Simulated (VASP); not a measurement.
# AgCl (Chlorargyrite): single point with PBE

Crystal: AgCl (Chlorargyrite).

```xyz
2
Lattice="0.0000 2.7350 2.7350 2.7350 0.0000 2.7350 2.7350 2.7350 0.0000" Properties=species:S:1:pos:R:3 pbc="T T T"
Ag    0.0000    0.0000    0.0000
Cl    2.7350    2.7350    2.7350
```

```
Program             : VASP 6.6.1
Task                : single point
Functional          : PBE
Potentials or basis : VASP PAW PBE potentials, release 64 (Ag_GW, Cl_GW)
Cutoff              : 450 eV
k mesh              : 4 × 4 × 4
Occupations         : gaussian, width 0.02 eV
Spin                : no spin polarisation
```

| Quantity | Value |
| --- | --- |
| Pressure | 4.0 GPa |
| Band gap on the k mesh | 0.90 eV, indirect (least direct gap 3.39 eV) |

Levels at points of the mesh, in eV from the valence-band top:
```
           k point  band 7  band 8  band 9  band 10  band 11  band 12
(0.00, 0.00, 0.00)   -2.49   -2.49   -2.49     0.90    10.67    10.67
(0.50, 0.00, 0.00)   -1.88    0.00    0.00     4.11     6.77     7.52
(0.50, 0.50, 0.00)   -2.09   -2.09   -1.97     2.30     7.90     8.77
```

Run time: 16 s on 1 thread of Intel(R) Xeon(R) Platinum 8488C (Sapphire Rapids) (shared host), peak memory 0.16 GiB.

Caveat: the k mesh is coarse (spacing up to 0.50 Å⁻¹), so the values aren't converged. A k mesh can miss the band edges.
